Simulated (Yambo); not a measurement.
# Os (P6_3/mmc) in Yambo: further runs

One crystal, Os, is run at these levels: PBE, LDA; tasks: optical spectrum, Hartree-Fock levels, G0W0 quasiparticle levels.

Program: Yambo 5.3.0. These are calculated values, not measurements. Logs are shortened: lines on timing, memory, paths and dates and some standing lists are left out, and cuts for length are marked.

**1. Starting point**

Symmetry: P6_3/mmc, No. 194, hexagonal system. The conventional cell has a = 2.734 Å, b = 2.734 Å, c = 4.320 Å, α = 90.00°, β = 90.00°, γ = 120.00°. Around Os (site symmetry -6m2) lie 12 Os at 2.68 to 2.73 Å.

**2. Optical spectrum, PBE**

Input file optics3.in:

```
optics
chi
Chimod= "HARTREE"
% BndsRnXd
 1 | 41 |
%
NGsBlkXd= 3 Ry
% LongDrXd
 1 | 1 | 0 |
%
% QpntsRXd
 1 | 1 |
%
% EnRngeXd
 0 | 20 | eV
%
% DmRngeXd
 0.1 | 0.1 | eV
%
ETStpsXd= 200
```

Input file scf.in:

```
&CONTROL
  calculation = 'scf'
  prefix = 'pwscf'
  outdir = './tmp'
  pseudo_dir = './pseudo'
/
&SYSTEM
  ibrav = 0
  nat = 2
  ntyp = 1
  ecutwfc = 74
  nbnd = 24
  occupations = 'smearing'
  smearing = 'fd'
  degauss = 0.00367493
  force_symmorphic = .true.
/
&ELECTRONS
  conv_thr = 4d-10
  electron_maxstep = 120
  mixing_beta = 0.5
/
ATOMIC_SPECIES
Os   190.2300 Os.upf
CELL_PARAMETERS angstrom
   2.7341000000    0.0000000000    0.0000000000
  -1.3670500000    2.3678000565    0.0000000000
   0.0000000000    0.0000000000    4.3197000000
ATOMIC_POSITIONS crystal
Os     0.6666666667    0.3333333333    0.7500000000
Os     0.3333333333    0.6666666667    0.2500000000
K_POINTS automatic
12 12 8 0 0 0
```

Input file nscf.in:

```
&CONTROL
  calculation = 'nscf'
  prefix = 'pwscf'
  outdir = './tmp'
  pseudo_dir = './pseudo'
/
&SYSTEM
  ibrav = 0
  nat = 2
  ntyp = 1
  ecutwfc = 74
  nbnd = 46
  occupations = 'smearing'
  smearing = 'fd'
  degauss = 0.00367493
  force_symmorphic = .true.
/
&ELECTRONS
  conv_thr = 1d-08
  diago_full_acc = .true.
  diago_thr_init = 1d-06
/
ATOMIC_SPECIES
Os   190.2300 Os.upf
CELL_PARAMETERS angstrom
   2.7341000000    0.0000000000    0.0000000000
  -1.3670500000    2.3678000565    0.0000000000
   0.0000000000    0.0000000000    4.3197000000
ATOMIC_POSITIONS crystal
Os     0.6666666667    0.3333333333    0.7500000000
Os     0.3333333333    0.6666666667    0.2500000000
K_POINTS automatic
12 12 8 0 0 0
```

Potentials or basis: PseudoDojo 0.4.1 SR PBE standard.

The run is started by

```sh
OMP_NUM_THREADS=1 pw.x -in scf.in > scf.out
OMP_NUM_THREADS=1 pw.x -in nscf.in > nscf.out
cd tmp/pwscf.save; p2y; mv SAVE ../..; cd ../..
OMP_NUM_THREADS=1 yambo
OMP_NUM_THREADS=1 yambo -F optics3.in -J optics3 -C optics3_out
```

Yambo's report:

```text
[... sections 02.01 to 02.04 as in the set-up run ...]

  [02.05] Energies & Occupations
  ==============================

  [X] === General ===
  [X] Electronic Temperature                        :  0.258606E-1   300.100    [eV K]
  [X] Bosonic    Temperature                        :  0.258606E-1   300.100    [eV K]
  [X] Finite Temperature mode                       : yes
  [X] El. density                                   :  0.11443E+25 [cm-3]
  [X] Fermi Level                                   :  26.31439 [eV]

  [X] === Gaps and Widths ===
  [X] Conduction Band Min                           :  26.31439 [eV]
  [X] Valence Band Max                              :  26.31439 [eV]
  [X] Filled Bands                                  :  14
  [X] Metallic Bands                                :  15  18
  [X] Empty Bands                                   :   19   46

  [X] === Metallic Characters ===
  [X] N of el / N of met el                         :  32.00000   4.18450
  [X] Average metallic occ.                         :  0.261531

  [WARNING] [X] Metallic system

 [03] Transferred momenta grid and indexing
 ==========================================

 IBZ Q-points                                      :  131
 BZ  Q-points                                      :  1152

 K/Q-points units:
 rlu = crystal or reduced units; cc = cartesian coordinates; iku = interal k-units

 Q [  1]        [rlu]:  0.000000  0.000000  0.000000
 Q [  2]        [rlu]:  0.000000  0.000000  0.125000
 Q [  3]        [rlu]:  0.000000  0.000000  0.250000
 Q [  4]        [rlu]:  0.000000  0.000000  0.375000
 Q [  5]        [rlu]:  0.000000  0.000000 -0.500000
 Q [  6]        [rlu]: -0.84260E-17  0.83333E-01   0.0000
[... 42 lines left out ...]
 Q [ 49]        [rlu]:  0.083333  0.250000  0.375000
 Q [ 50]        [rlu]:  0.083333  0.250000 -0.500000

 Remaining 81 points informations can be written running with -fatlog

 [WARNING] [Xd] User bands 1-41 break level degeneracy

 [04] Dipoles
 ============

  [04.01] Setup: observables and procedures
  =========================================

  [WARNING] [x,Vnl] slows the Dipoles computation. To neglect it rename the ns.kb_pp file
  [WF-Oscillators/G space/Transverse up loader] Normalization (few states)  min/max  :  0.22420E-17   1.0000

  [WR./optics3//ndb.dipoles]------------------------------------------------------
   Brillouin Zone Q/K grids (IBZ/BZ)                :   131  1152   131  1152
   RL vectors                                       :  2671 [WF]
   Fragmentation                                    : yes
   Electronic Temperature                           :  300.1000 [K]
   Bosonic    Temperature                           :  300.1000 [K]
   DIP band range                                   :    1   41
   DIP band range limits                            :  18  15
   DIP e/h energy range                             : -1.000000 -1.000000 [eV]
   RL vectors in the sum                            :  2671
   [r,Vnl] included                                 : yes
   Bands ordered                                    : yes
   Direct v evaluation                              : no
   Approach used                                    : G-space v
   Dipoles computed                                 : R V P [G-space]
   Wavefunctions                                    : Perdew, Burke & Ernzerhof(X)+Perdew, Burke & Ernzerhof(C)

  [WARNING] [r,Vnl^pseudo] included in position and velocity dipoles.

  [WARNING] In case H contains other non local terms, these are neglected

 [05] Optics
 ===========

 [X-CG] R(p) Tot o/o(of R):    29127   476336      100

 [WARNING] The system is a metal but Drude term not included.
```

o-optics3.eps_q1_inv_rpa_dyson:

```text
# Absorption @ Q(1):  0.707106781     0.707106781      0.00000000    [q->0 direction]
#
# [ X ] Hartree size                              :   35
# [GEN] GF Energies                               : Perdew, Burke & Ernzerhof(X)+Perdew, Burke & Ernzerhof(C)
# [GEN] Green`s Function                          : Retarded
#
# [GEN] Gauge                                     : Length
# [GEN] [r,Vnl] included                          : yes
#
#    E[1] [eV]          Im(eps)            Re(eps)            Im(eps_o)          Re(eps_o)
#
        0.000000          -0.470821E-6        39.80222           0.12718E-15        39.99549
        0.100503           3.157113           38.60469           3.176783           38.79293
        0.201005           3.982230           37.61504           4.016452           37.79827
        0.301508           6.906174           36.78144           6.963724           36.93179
        0.402010           6.896211           33.18786           6.911773           33.32361
        0.502513           4.764099           33.64586           4.783683           33.81326
[... 192 lines left out ...]
        19.89950           2.364965          -1.799483           2.458679          -2.011177
        20.00000           2.154579          -1.648697           2.278683          -1.813629
#
```

Wall time 1.7 min (1 thread of Intel Xeon 6975P-C (Granite Rapids), shared host); peak memory 0.75 GiB.

What came out:

| Quantity | Value |
| --- | --- |
| Band gap on the k mesh, mean-field level | none (metal or under the smearing width) |

Dielectric function (along the field direction of the input):
```
energy (eV)  real part  imaginary part
       0.30      36.78            6.91
       0.90      26.17           14.05
       1.61      37.41            6.22
       2.31      47.67           34.00
       3.02       8.46           46.45
       3.62       3.05           32.81
       4.32     -10.86           31.08
       5.03     -10.03           13.76
       5.73      -5.23           10.04
       6.33      -5.91            8.36
       7.04      -4.81            3.89
       7.74      -3.61            4.27
       8.44      -1.26            3.53
       9.05       0.05            3.10
       9.75       0.64            5.03
      10.45       0.19            3.07
      11.16      -1.04            4.21
      11.76      -0.85            3.57
      12.46      -0.41            2.80
      13.17       0.30            2.99
      13.87      -0.30            2.40
      14.47       0.14            2.53
      15.18       0.66            1.96
      15.88       1.16            2.37
      16.58       1.27            3.58
      17.19       1.24            3.31
      17.89       0.11            3.34
      18.59      -0.92            4.20
      19.30      -1.61            2.71
      20.00      -1.65            2.15
```

Caveat: the intraband (Drude) term of the metal is left out; spectra need much finer meshes, so this one isn't converged; these spectra lack excitons. Spin-orbit coupling is left out, which matters for the levels of Os.

**3. Optical spectrum, PBE**

Input file optics4.in:

```
optics
chi
Chimod= "HARTREE"
% BndsRnXd
 1 | 41 |
%
NGsBlkXd= 3 Ry
% LongDrXd
 1 | 1 | 1 |
%
% QpntsRXd
 1 | 1 |
%
% EnRngeXd
 0 | 20 | eV
%
% DmRngeXd
 0.1 | 0.1 | eV
%
ETStpsXd= 200
```

scf.in is that of step 2.

nscf.in is that of step 2.

Potentials or basis: PseudoDojo 0.4.1 SR PBE standard.

The run is started by

```sh
OMP_NUM_THREADS=1 pw.x -in scf.in > scf.out
OMP_NUM_THREADS=1 pw.x -in nscf.in > nscf.out
cd tmp/pwscf.save; p2y; mv SAVE ../..; cd ../..
OMP_NUM_THREADS=1 yambo
OMP_NUM_THREADS=1 yambo -F optics4.in -J optics4 -C optics4_out
```

Yambo's report:

```text
[... sections 02.01 to 02.04 as in the set-up run ...]

  [02.05] Energies & Occupations
  ==============================

  [X] === General ===
  [X] Electronic Temperature                        :  0.258606E-1   300.100    [eV K]
  [X] Bosonic    Temperature                        :  0.258606E-1   300.100    [eV K]
  [X] Finite Temperature mode                       : yes
  [X] El. density                                   :  0.11443E+25 [cm-3]
  [X] Fermi Level                                   :  26.31439 [eV]

  [X] === Gaps and Widths ===
  [X] Conduction Band Min                           :  26.31439 [eV]
  [X] Valence Band Max                              :  26.31439 [eV]
  [X] Filled Bands                                  :  14
  [X] Metallic Bands                                :  15  18
  [X] Empty Bands                                   :   19   46

  [X] === Metallic Characters ===
  [X] N of el / N of met el                         :  32.00000   4.18450
  [X] Average metallic occ.                         :  0.261531

  [WARNING] [X] Metallic system

 [03] Transferred momenta grid and indexing
 ==========================================

 IBZ Q-points                                      :  131
 BZ  Q-points                                      :  1152

 K/Q-points units:
 rlu = crystal or reduced units; cc = cartesian coordinates; iku = interal k-units

 Q [  1]        [rlu]:  0.000000  0.000000  0.000000
 Q [  2]        [rlu]:  0.000000  0.000000  0.125000
 Q [  3]        [rlu]:  0.000000  0.000000  0.250000
 Q [  4]        [rlu]:  0.000000  0.000000  0.375000
 Q [  5]        [rlu]:  0.000000  0.000000 -0.500000
 Q [  6]        [rlu]: -0.84260E-17  0.83333E-01   0.0000
[... 42 lines left out ...]
 Q [ 49]        [rlu]:  0.083333  0.250000  0.375000
 Q [ 50]        [rlu]:  0.083333  0.250000 -0.500000

 Remaining 81 points informations can be written running with -fatlog

 [WARNING] [Xd] User bands 1-41 break level degeneracy

 [04] Dipoles
 ============

  [04.01] Setup: observables and procedures
  =========================================

  [WARNING] [x,Vnl] slows the Dipoles computation. To neglect it rename the ns.kb_pp file
  [WF-Oscillators/G space/Transverse up loader] Normalization (few states)  min/max  :  0.22420E-17   1.0000

  [WR./optics4//ndb.dipoles]------------------------------------------------------
   Brillouin Zone Q/K grids (IBZ/BZ)                :   131  1152   131  1152
   RL vectors                                       :  2671 [WF]
   Fragmentation                                    : yes
   Electronic Temperature                           :  300.1000 [K]
   Bosonic    Temperature                           :  300.1000 [K]
   DIP band range                                   :    1   41
   DIP band range limits                            :  18  15
   DIP e/h energy range                             : -1.000000 -1.000000 [eV]
   RL vectors in the sum                            :  2671
   [r,Vnl] included                                 : yes
   Bands ordered                                    : yes
   Direct v evaluation                              : no
   Approach used                                    : G-space v
   Dipoles computed                                 : R V P [G-space]
   Wavefunctions                                    : Perdew, Burke & Ernzerhof(X)+Perdew, Burke & Ernzerhof(C)

  [WARNING] [r,Vnl^pseudo] included in position and velocity dipoles.

  [WARNING] In case H contains other non local terms, these are neglected

 [05] Optics
 ===========

 [X-CG] R(p) Tot o/o(of R):    29127   476336      100

 [WARNING] The system is a metal but Drude term not included.
```

o-optics4.eps_q1_inv_rpa_dyson:

```text
# Absorption @ Q(1):  0.577350269     0.577350269     0.577350269    [q->0 direction]
#
# [ X ] Hartree size                              :   35
# [GEN] GF Energies                               : Perdew, Burke & Ernzerhof(X)+Perdew, Burke & Ernzerhof(C)
# [GEN] Green`s Function                          : Retarded
#
# [GEN] Gauge                                     : Length
# [GEN] [r,Vnl] included                          : yes
#
#    E[1] [eV]          Im(eps)            Re(eps)            Im(eps_o)          Re(eps_o)
#
        0.000000          -0.532145E-6        41.04494          -0.75381E-16        41.22643
        0.100503           2.248752           40.31540           2.262180           40.49368
        0.201005           2.960675           39.86959           2.984177           40.04499
        0.301508           5.115146           39.69767           5.154721           39.85200
        0.402010           5.406196           37.90348           5.418635           38.04950
        0.502513           4.475870           39.09147           4.492510           39.26072
[... 192 lines left out ...]
        19.89950           2.275998          -1.710606           2.354201          -1.894502
        20.00000           2.161037          -1.551714           2.287609          -1.705591
#
```

It took 1.8 min on 1 thread of Intel Xeon 6975P-C (Granite Rapids), shared host; peak memory 0.75 GiB.

What came out:

```yaml
Band_gap_on_the_k_mesh_mean-field_level: none (metal or under the smearing width)
```

Dielectric function (along the field direction of the input):
| energy (eV) | real part | imaginary part |
| --- | --- | --- |
| 0.30 | 39.70 | 5.12 |
| 1.31 | 22.00 | 17.42 |
| 2.31 | 39.76 | 31.97 |
| 3.32 | 0.25 | 31.77 |
| 4.42 | -10.29 | 24.30 |
| 5.43 | -9.20 | 9.92 |
| 6.43 | -5.35 | 7.40 |
| 7.54 | -2.94 | 4.65 |
| 8.54 | -0.92 | 3.47 |
| 9.55 | 0.75 | 3.95 |
| 10.65 | 0.36 | 4.78 |
| 11.66 | -0.53 | 3.56 |
| 12.66 | -0.47 | 2.89 |
| 13.77 | 0.27 | 2.99 |
| 14.77 | 0.16 | 2.40 |
| 15.78 | 1.08 | 2.43 |
| 16.88 | 0.08 | 3.39 |
| 17.89 | 0.13 | 3.28 |
| 18.89 | -1.29 | 3.67 |
| 20.00 | -1.55 | 2.16 |

Caveat: the intraband (Drude) term of the metal is left out; spectra need much finer meshes, so this one isn't converged; these spectra lack excitons. Spin-orbit coupling is left out, which matters for the levels of Os.

[end of part 1 of 2]
